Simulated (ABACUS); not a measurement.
Crystal: Al.

```
Al
1.0
     0.00000    2.02481    2.02481
     2.02481    0.00000    2.02481
     2.02481    2.02481    0.00000
Al
1
Direct
  0.00000 0.00000 0.00000
```

Program: ABACUS 3.10.1. Alike in all runs: task single point; no spin polarisation; cell as given; smearing fermi-dirac 0.05 eV.

Problem. Order these runs on this cell by their pressure, lowest first.
A. level PW91; potentials or basis PseudoDojo NC SR 0.4.1 PBE standard, plane waves; k mesh 9 × 9 × 9; cutoff (eV) 558; SCF threshold on the density 1e-08; eigensolver dav
B. level LDA; potentials or basis GBRV ultrasoft 1.5 LDA, plane waves; k mesh 9 × 9 × 9; cutoff (eV) 544; SCF threshold on the density 1e-08; eigensolver dav
C. level BLYP; potentials or basis SPMS ONCV 1.0 PBE, DZP LCAO (the cutoffs set its grid); k mesh 10 × 10 × 10; cutoff (eV) 1361; orbital files Al Al_confined-atom_8au_2s2p1d.orb; SCF threshold on the density 1e-07; eigensolver genelpa
D. level HLE16; potentials or basis PseudoDojo NC SR 0.5 PBE stringent, plane waves; k mesh 9 × 9 × 9; cutoff (eV) 558; SCF threshold on the density 1e-08; eigensolver dav

Solution. D (-24.7 GPa), B (-3.5 GPa), A (0.4 GPa), C (4.6 GPa).

Caveats: the potentials were made for another functional, which shifts forces and pressure (some runs); the atomic orbitals were generated for these runs and aren't a published set (some runs); the basis of atomic orbitals isn't converged, which shifts pressures, moduli and gaps (some runs); the potentials were made for a functional far from this one (some runs); so large a pressure means that the cell lies far from this level's equilibrium, or that cutoff or potentials fall short (some runs).
